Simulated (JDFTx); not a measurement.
Si in JDFTx: convergence with n bands

The system is Si.

```
Si
1.0
     2.60449    0.00517   -0.01146
    -1.29777    2.25828   -0.00872
    -0.01078   -0.01570    2.49115
Si
1
Direct
  0.98790 0.98721 0.98432
```

The cell isn't the ideal one: cell strained at random at fixed volume.

```yaml
Program: JDFTx 1.7.0 (patched build)
Task: convergence study
Functional: RPBE
Potentials_or_basis: SPMS-PBE-1.0 with smoothed tails
Cutoff: 1088 eV
Density_cutoff: 4354 eV
k_mesh: 12 × 12 × 11
Occupations: fermi-dirac, width 0.05 eV
Spin: no spin polarisation
```

These are the settings of the first run; the series varies n bands, with any setting tied to it.

Hardware: 1 thread of Arm Neoverse V1, on a shared host.

| n bands | energy less the tightest run, at zero smearing (meV/atom) | SCF cycles | CPU time (s) | peak memory (GiB) |
| --- | --- | --- | --- | --- |
| 3 | 0.00 | 22 | 190 | 0.36 |
| 4 | 0.00 | 18 | 200 | 0.37 |
| 5 | 0.00 | 14 | 190 | 0.37 |
| 6 | 0.00 | 12 | 200 | 0.39 |
| 8 | 0.00 | 11 | 230 | 0.42 |
| 12 | 0.00 | 9 | 270 | 0.48 |
| 18 | 0.00 | 7 | 330 | 0.58 |

Against the tightest run, the energy stays within 1 meV/atom from 3 on. The tightest run that finished is the yardstick and may itself not be fully converged.
